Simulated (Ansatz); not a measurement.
RuO2:
```cif
data_O4Ru2
_chemical_formula_sum 'Ru2 O4'
_space_group_name_H-M_alt 'P42/mnm'
_space_group_IT_number 136
_space_group_name_Hall '-P 4n 2n'
_cell_length_a 4.47925
_cell_length_b 4.47925
_cell_length_c 3.10741
_cell_angle_alpha 90.000
_cell_angle_beta 90.000
_cell_angle_gamma 90.000
loop_
_atom_site_label
_atom_site_type_symbol
_atom_site_symmetry_multiplicity
_atom_site_Wyckoff_symbol
_atom_site_fract_x
_atom_site_fract_y
_atom_site_fract_z
_atom_site_occupancy
Ru1 Ru 2 a 0.00000 0.00000 0.00000 1
O1 O 4 f 0.30531 0.30531 0.00000 1
```

Relaxed with r²SCAN.

Question: Which orbitals make up the states near the Fermi level in r²SCAN (plane waves, PAW; program Ansatz)?

Answer: Within 0.5 eV of the Fermi level: Ru 4d 69 %, O 2p 28 %. Projections are on Löwdin-orthogonalised atomic valence shells; empty p or d shells of many metals are not among them.

Question: Tabulate the density of states.

Answer: States/eV per cell of 6 atoms, in 0.25 eV bins, energy from the Fermi level.

```csv
E (eV),total,O 2p,Ru 4d,O 2s
-7.85,1.87,1.17,0.61,0.02
-7.60,4.95,3.05,1.72,0.02
-7.35,5.03,3.16,1.72,0.02
-7.10,8.76,5.62,2.95,0.02
-6.85,7.35,4.56,2.64,0.02
-6.60,1.37,0.87,0.47,0.01
-6.35,1.64,1.12,0.42,0.03
-6.10,3.33,2.40,0.73,0.06
-5.85,3.54,2.55,0.79,0.06
-5.60,3.63,2.64,0.80,0.07
-5.35,3.34,2.46,0.72,0.06
-5.10,3.60,2.67,0.78,0.06
-4.85,5.50,4.24,1.05,0.08
-4.60,6.25,4.85,1.21,0.06
-4.35,5.56,4.25,1.18,0.04
-4.10,4.63,3.53,1.00,0.03
-3.85,3.97,3.14,0.75,0.02
-3.60,3.67,3.05,0.54,0.01
-3.35,4.05,3.43,0.54,0.02
-3.10,3.78,3.32,0.40,0.02
-2.85,3.66,3.38,0.23,0.01
-2.60,1.60,1.50,0.08,0.00
-2.35,0.76,0.72,0.03,0.00
-2.10,0.40,0.39,0.01,0.00
-1.85,0.04,0.04,0.00,0.00
-1.60,0.24,0.02,0.21,0.00
-1.35,3.46,0.40,3.01,0.01
-1.10,3.96,0.62,3.27,0.02
-0.85,5.68,0.95,4.59,0.04
-0.60,9.07,1.37,7.50,0.04
-0.35,6.33,1.52,4.66,0.02
-0.10,3.65,1.11,2.46,0.01
0.15,1.95,0.66,1.25,0.01
0.40,3.03,1.10,1.86,0.01
0.65,3.19,1.19,1.92,0.01
0.90,3.39,1.31,1.98,0.01
1.15,2.98,1.19,1.71,0.01
1.40,0.74,0.29,0.42,0.00
1.65,0.30,0.12,0.17,0.00
1.90,0.07,0.02,0.04,0.01
2.15,0.13,0.01,0.09,0.02
2.40,1.54,0.15,1.10,0.25
2.65,1.73,0.26,1.17,0.24
2.90,2.02,0.40,1.31,0.25
3.15,2.21,0.51,1.39,0.24
3.40,2.23,0.57,1.36,0.22
3.65,1.97,0.57,1.17,0.17
3.90,2.23,0.69,1.29,0.17
4.15,2.73,0.93,1.55,0.15
4.40,3.57,1.35,1.99,0.12
4.65,3.40,1.36,1.86,0.09
4.90,2.61,1.08,1.41,0.06
```

Space group P4_2/mnm (rutile). Symmetry was held in the r²SCAN relaxation; of distortions, only those at the zone centre were tested. The run is not spin-polarised. Spin–orbit coupling is left out wherever it is not named.

Potentials: the later of the program's two PAW sets.
